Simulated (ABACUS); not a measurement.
**MgSe in ABACUS: the effect of functional**

The system is MgSe.

```
CELL_PARAMETERS angstrom
-2.70721 0.00000 2.70721
0.00000 2.70721 2.70721
-2.70721 2.70721 0.00000
ATOMIC_POSITIONS crystal
Se 0.50000 0.50000 0.50000
Mg 0.00000 0.00000 0.00000
```

The cell isn't the ideal one: volume scaled by 0.98.

Alike in all runs:

```yaml
Program: ABACUS 3.10.1
Task: equation of state
Potentials_or_basis: SG15 ONCV 1.2 PBE
Cutoff: 1184 eV
Density_cutoff: 4735 eV
Basis: plane waves
k_mesh: 6 × 6 × 6
Occupations: fermi-dirac, width 0.05 eV
Spin: no spin polarisation
```

```tsv
functional	gap on the mesh (eV)	pressure (GPa)
LDA	?	?
PBEsol	1.73	2.2
PW91	1.85	3.6
WC	1.80	2.6
SCAN	2.50	2.5
TPSS	2.20	3.6
```

Problem. What does the run with functional LDA give?

Solution. gap on the mesh 1.50 eV; pressure 0.2 GPa.

Caveats: the potentials were made for another functional, which shifts forces and pressure.

A k mesh can miss the band edges.

Runs at the PBE level aren't shown here.
